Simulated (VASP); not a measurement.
Wanted: the native input for a VASP 6.6.1 run.

| Property | Result |
| --- | --- |
| Task | single point |
| Functional | PBE |
| Potentials or basis | VASP PAW PBE potentials, release 64 (I) |
| Cutoff | 520 eV |
| k mesh | 18 × 18 × 18 |
| Occupations | gaussian, width 0.1 eV |
| Spin | no spin polarisation |
| Dipole correction | no |
| Further INCAR settings | ALGO = Fast; EDIFF = 1e-06; NBANDS = 10 |

The structure of I lies in POSCAR:

```
I
1.0
   -1.6105979866      1.6105979866      4.5026136941
    1.6105979866     -1.6105979866      4.5026136941
    1.6105979866      1.6105979866     -4.5026136941
I
1
Direct
    0.0000000000      0.0000000000      0.0000000000
```

The cell isn't the ideal one: strained and moved within a subgroup.

The input as run:

INCAR

```
SYSTEM = I
ALGO = Fast
EDIFF = 1E-6
ENCUT = 520
GGA = PE
ISIF = 2
ISMEAR = 0
LASPH = .True.
LCHARG = .False.
LREAL = .False.
LWAVE = .False.
NBANDS = 10
NELM = 100
PREC = Accurate
SIGMA = 0.1
```

KPOINTS

```
k-points
0
Gamma
  18 18 18
  0 0 0
```

Potentials or basis: VASP PAW PBE potentials, release 64 (I).

Command:

```bash
$ cat potpaw_PBE.64/I/POTCAR > POTCAR
$ mpirun -np 1 vasp_std > vasp.out
```

Results of the run:

* Pressure: 0.3 GPa
* Band gap on the k mesh: none (metal or under the smearing width)

Caveat: an odd number of electrons without spin polarisation forces a metal; a magnetic or distorted state may lie lower.

Wall time 2.4 min on 1 thread of Intel(R) Xeon(R) 6975P-C (Granite Rapids), with other jobs on the host, peak memory 0.4 GiB.
